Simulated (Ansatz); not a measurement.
## Field gradients of Ge from run to run

Cell of run 1: a COD entry.

Space group P4_32_12 (No. 96); a = 5.9300, c = 6.9800 Å.

```
site  Wyckoff  site symmetry       x       y       z
 Ge1       4a            ..2  0.0912  0.0912  0.0000
 Ge5       8b              1  0.1730  0.3784  0.2486
```

One atom of each set is listed.

Relaxed positions (PBE, cell held):

Ge1 (0.0900, 0.0900, 0.0000)
Ge5 (0.1724, 0.3692, 0.2595)

All runs are DFT with Ansatz 0.2.0 (plane waves and PAW, scalar-relativistic unless spin–orbit coupling is named, Γ-centred meshes, Fermi–Dirac smearing where given) in this cell.

Run 1: PBE, gradients read without the response of the cores, atoms as given; 420 eV, 6×6×5 k-points, smearing 0.05 eV.
Run 2: PBE, gradients read without the response of the cores, atoms relaxed; 420 eV, 6×6×5 k-points, smearing 0.05 eV.
Run 3: r2SCAN, gradients read without the response of the cores, at the relaxed atoms; 500 eV, 6×6×5 k-points, smearing 0.05 eV.

```json
{"run": "1", "Ge1 V_zz (η)": "5.32 (0.64)", "Ge5 V_zz (η)": "4.27 (0.88)"}
{"run": "2", "Ge1 V_zz (η)": "?", "Ge5 V_zz (η)": "?"}
{"run": "3", "Ge1 V_zz (η)": "4.33 (0.79)", "Ge5 V_zz (η)": "5.94 (0.81)"}
```

V_zz in 10²¹ V/m².

Question: Estimate the row of run 2.

Answer: Ge1: 4.31 (0.77); Ge5: 5.65 (0.83). It lies nearest to run 3, from whose tensors on these sites it differs by 0.31 at most (largest principal value of the difference, on Ge5). Taken one at a time, the positions of the atoms (as given or relaxed) move the tensors on these sites by up to 1.56 (largest principal value of the change, on Ge5), the functional (r2SCAN with its higher cutoff) by 0.31 (Ge5).

In run 2 the gap is small for the k-mesh or the smearing, and small gradients can still move by 0.1 × 10²¹ V/m² or more. Run 1: The values hang on the deposited positions: relaxing the atoms moves V_zz on Ge1 from 5.32 to 4.31, on Ge5 from 4.27 to 5.65.
